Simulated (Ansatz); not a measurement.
# Te2Mo: the cost of one run

Program: Ansatz 0.2.0. Level of theory: DFT PBE, scalar-relativistic, plane waves, PAW. These are calculated values, not measurements.

## 1. The starting structure

Symmetry: P2_1/m, No. 11, monoclinic system. Conventional cell: a = 6.330 Å, b = 3.469 Å, c = 13.860 Å, α = 90.00°, β = 93.92°, γ = 90.00°. Te (site symmetry m) has 3 Mo at 2.70 to 2.71 Å in its first shell of neighbours. Te (site symmetry m) is surrounded by 3 Mo at 2.79 to 2.82 Å. Te (site symmetry m) is surrounded by 3 Mo at 2.70 Å. Te (site symmetry m) is surrounded by 3 Mo at 2.79 to 2.81 Å. Around Mo (site symmetry m) lie 6 Te at 2.70 to 2.81 Å and 2 Mo at 2.90 Å. Mo (site symmetry m) has 6 Te at 2.70 to 2.82 Å and 2 Mo at 2.89 Å in its first shell of neighbours.

Structure file:

```cif
data_structure
_symmetry_space_group_name_H-M 'P 1'
_symmetry_Int_Tables_number 1
_cell_length_a 7.2182
_cell_length_b 9.3917
_cell_length_c 13.8600
_cell_angle_alpha 87.361
_cell_angle_beta 86.566
_cell_angle_gamma 76.348
_cell_volume 910.91
loop_
_atom_site_label
_atom_site_type_symbol
_atom_site_fract_x
_atom_site_fract_y
_atom_site_fract_z
_atom_site_occupancy
Te1 Te 0.54547 0.89773 0.35160 1
Te2 Te 0.87880 0.56440 0.35160 1
Te3 Te 0.21213 0.23107 0.35160 1
Te4 Te 0.78787 0.76893 0.64840 1
Te5 Te 0.12120 0.43560 0.64840 1
Te6 Te 0.45453 0.10227 0.64840 1
Te7 Te 0.69080 0.72040 0.10450 1
Te8 Te 0.02413 0.38707 0.10450 1
Te9 Te 0.35747 0.05373 0.10450 1
Te10 Te 0.64253 0.94627 0.89550 1
Te11 Te 0.97587 0.61293 0.89550 1
Te12 Te 0.30920 0.27960 0.89550 1
Te13 Te 0.18533 0.71767 0.14860 1
Te14 Te 0.51867 0.38433 0.14860 1
Te15 Te 0.85200 0.05100 0.14860 1
Te16 Te 0.14800 0.94900 0.85140 1
Te17 Te 0.48133 0.61567 0.85140 1
Te18 Te 0.81467 0.28233 0.85140 1
Te19 Te 0.04580 0.89790 0.39550 1
Te20 Te 0.37913 0.56457 0.39550 1
Te21 Te 0.71247 0.23123 0.39550 1
Te22 Te 0.28753 0.76877 0.60450 1
Te23 Te 0.62087 0.43543 0.60450 1
Te24 Te 0.95420 0.10210 0.60450 1
Mo1 Mo 0.70460 0.97730 0.50660 1
Mo2 Mo 0.03793 0.64397 0.50660 1
Mo3 Mo 0.37127 0.31063 0.50660 1
Mo4 Mo 0.62873 0.68937 0.49340 1
Mo5 Mo 0.96207 0.35603 0.49340 1
Mo6 Mo 0.29540 0.02270 0.49340 1
Mo7 Mo 0.96113 0.85557 0.00740 1
Mo8 Mo 0.29447 0.52223 0.00740 1
Mo9 Mo 0.62780 0.18890 0.00740 1
Mo10 Mo 0.37220 0.81110 0.99260 1
Mo11 Mo 0.70553 0.47777 0.99260 1
Mo12 Mo 0.03887 0.14443 0.99260 1
```

The runs take a perfect supercell of 36 atoms; the defect goes to fractional position (0.705, 0.977, 0.507).

## 2. The perfect supercell

Contents of input.yaml:

```yaml
crystal:
  lattice:
    - [-6.33, 3.469, 0.0]
    - [-6.33, -6.938, 0.0]
    - [-0.946795, 0.0, 13.827624]
  atoms:
    - { symbol: Te, position: [0.545466, 0.897733, 0.3516] }
    - { symbol: Te, position: [0.8788, 0.5644, 0.3516] }
    - { symbol: Te, position: [0.212134, 0.231067, 0.3516] }
    - { symbol: Te, position: [0.787866, 0.768933, 0.6484] }
    - { symbol: Te, position: [0.1212, 0.4356, 0.6484] }
    - { symbol: Te, position: [0.454534, 0.102267, 0.6484] }
    - { symbol: Te, position: [0.6908, 0.7204, 0.1045] }
    - { symbol: Te, position: [0.024134, 0.387067, 0.1045] }
    - { symbol: Te, position: [0.357466, 0.053733, 0.1045] }
    - { symbol: Te, position: [0.642534, 0.946267, 0.8955] }
    - { symbol: Te, position: [0.975866, 0.612933, 0.8955] }
    - { symbol: Te, position: [0.3092, 0.2796, 0.8955] }
    - { symbol: Te, position: [0.185334, 0.717667, 0.1486] }
    - { symbol: Te, position: [0.518666, 0.384333, 0.1486] }
    - { symbol: Te, position: [0.852, 0.051, 0.1486] }
    - { symbol: Te, position: [0.148, 0.949, 0.8514] }
    - { symbol: Te, position: [0.481334, 0.615667, 0.8514] }
    - { symbol: Te, position: [0.814666, 0.282333, 0.8514] }
    - { symbol: Te, position: [0.0458, 0.8979, 0.3955] }
    - { symbol: Te, position: [0.379134, 0.564567, 0.3955] }
    - { symbol: Te, position: [0.712466, 0.231233, 0.3955] }
    - { symbol: Te, position: [0.287534, 0.768767, 0.6045] }
    - { symbol: Te, position: [0.620866, 0.435433, 0.6045] }
    - { symbol: Te, position: [0.9542, 0.1021, 0.6045] }
    - { symbol: Mo, position: [0.7046, 0.9773, 0.5066] }
    - { symbol: Mo, position: [0.037934, 0.643967, 0.5066] }
    - { symbol: Mo, position: [0.371266, 0.310633, 0.5066] }
    - { symbol: Mo, position: [0.628734, 0.689367, 0.4934] }
    - { symbol: Mo, position: [0.962066, 0.356033, 0.4934] }
    - { symbol: Mo, position: [0.2954, 0.0227, 0.4934] }
    - { symbol: Mo, position: [0.961134, 0.855567, 0.0074] }
    - { symbol: Mo, position: [0.294466, 0.522233, 0.0074] }
    - { symbol: Mo, position: [0.6278, 0.1889, 0.0074] }
    - { symbol: Mo, position: [0.3722, 0.8111, 0.9926] }
    - { symbol: Mo, position: [0.705534, 0.477767, 0.9926] }
    - { symbol: Mo, position: [0.038866, 0.144433, 0.9926] }
basis:
  ecutwfc: 420
  fft_grid_basis: typed
kpoints:
  mp_grid: { grid: [2, 1, 1] }
hamiltonian:
  xc: pbe
  pseudopotentials: { kind: paw }
scf:
  occupations: { method: gaussian, width: 0.05 }
output:
  forces: true
  stress: false
  eigenvalues: true
  bader: false
  write_density: true
  volumetric_format: npy
```

Command:

```console
$ ansatz run input.yaml --threads 8 --pin off --max-ram 16384MiB --backend cpu --events-out ev --progress --plain --runs-dir out
```

Q: Estimate wall time and peak memory on 8 threads of Arm Neoverse N1, shared host.

About 14 s, with a peak of 2.8 GiB.
